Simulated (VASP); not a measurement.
## PbSe (Clausthalite): relaxation of cell and atoms with r2SCAN

Crystal: PbSe (Clausthalite).

```
Pb Se
1.0
     0.00000    3.08926    3.08926
     3.08926    0.00000    3.08926
     3.08926    3.08926    0.00000
Pb Se
1 1
Direct
  0.00000 0.00000 0.00000
  0.50000 0.50000 0.50000
```

| Item | Value |
| --- | --- |
| Program | VASP 6.6.1 |
| Task | relaxation of cell and atoms |
| Functional | r2SCAN |
| Potentials or basis | VASP PAW PBE potentials, release 64 (Pb_d, Se) |
| Cutoff | 600 eV |
| k mesh | 8 × 8 × 8 |
| Occupations | gaussian, width 0.03 eV |
| Spin | no spin polarisation |
| Further INCAR settings | ALGO = Normal; EDIFF = 1e-07; IBRION = 2; EDIFFG = -0.005; NSW = 90; ISIF = 3 |

* Pressure after relaxing: 0.0 GPa
* Band gap on the k mesh: 0.67 eV, direct

Final structure:
```
Pb Se
1.0
     0.00000    3.08926    3.08926
     3.08926    0.00000    3.08926
     3.08926    3.08926    0.00000
Pb Se
1 1
Direct
  0.00000 0.00000 0.00000
  0.50000 0.50000 0.50000
```

Levels at points of the mesh, in eV from the valence-band top:
| k point | band 7 | band 8 | band 9 | band 10 | band 11 | band 12 | band 13 | band 14 |
| --- | --- | --- | --- | --- | --- | --- | --- | --- |
| (0.00, 0.00, 0.00) | -6.38 | -1.87 | -1.87 | -1.87 | 5.00 | 5.00 | 5.00 | 7.04 |
| (0.50, 0.00, 0.00) | -8.88 | -1.47 | -1.47 | 0.00 | 0.67 | 2.00 | 2.00 | 9.07 |
| (0.50, 0.50, 0.00) | -7.48 | -4.89 | -3.19 | -3.19 | 4.16 | 5.91 | 5.91 | 6.37 |

Run time: 72 s on 1 thread of Intel(R) Xeon(R) 6975P-C (Granite Rapids) (shared host), peak memory 0.23 GiB.

Caveat: the relaxation stopped at its first step, so nothing moved; the PAW data sets were made with another functional, which shifts forces and pressure a little; spin-orbit coupling is left out, which as a rule narrows the gap of such compounds by several tenths of an eV. A k mesh can miss the band edges.
